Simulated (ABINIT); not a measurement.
A run of ABINIT 10.8.3 (patched build) is set up as follows.

The input run.abi:

```
# Datasets: ground state, then fixed potential
ndtset 2

# Pseudopotentials
pp_dirpath "./"
pseudos "Ir.upf"

# Structure
acell 3*1.0 Angstrom
rprim
     0.0000000000     1.9156000000     1.9156000000
     1.9156000000     0.0000000000     1.9156000000
     1.9156000000     1.9156000000     0.0000000000
ntypat 1
znucl 77
natom 1
typat 1
xred
     0.0000000000     0.0000000000     0.0000000000

# Plane-wave basis
ecut 925.187132 eV

# Exchange and correlation
ixc 11

# Bands and occupations
occopt 3
tsmear 0.00183747

# SCF cycle
nstep 100

# Output
iomode 3
prtwf 0
prteig 0
prtebands 0
enunit 1
prtden1 1

# Dataset 1
kptopt1 1
ngkpt1 12 12 12
nshiftk1 1
shiftk1 0.0 0.0 0.0
nband1 13
tolvrs1 1.0e-10

# Dataset 2: bands along G-X-W-K-G-L-U-W-L-K
iscf2 -2
getden2 1
nband2 19
nbdbuf2 4
tolwfr2 1.0e-11
kptopt2 -9
ndivsm2 6
prteig2 1
kptbounds2
     0.0000000000     0.0000000000     0.0000000000
     0.5000000000     0.0000000000     0.5000000000
     0.5000000000     0.2500000000     0.7500000000
     0.3750000000     0.3750000000     0.7500000000
     0.0000000000     0.0000000000     0.0000000000
     0.5000000000     0.5000000000     0.5000000000
     0.6250000000     0.2500000000     0.6250000000
     0.5000000000     0.2500000000     0.7500000000
     0.5000000000     0.5000000000     0.5000000000
     0.3750000000     0.3750000000     0.7500000000
```

Potentials or basis: PseudoDojo NC SR PBE v0.4.1 standard.

Command:

```sh
$ abinit run.abi > log 2>&1
```

(1) Estimate the band gap on the k mesh.

(2) What does it give for the pressure?

Answers

(1) none (metal or under the smearing width).

(2) 10.3 GPa.

Caveat: spin-orbit coupling is left out, which moves the levels of the heavy elements.
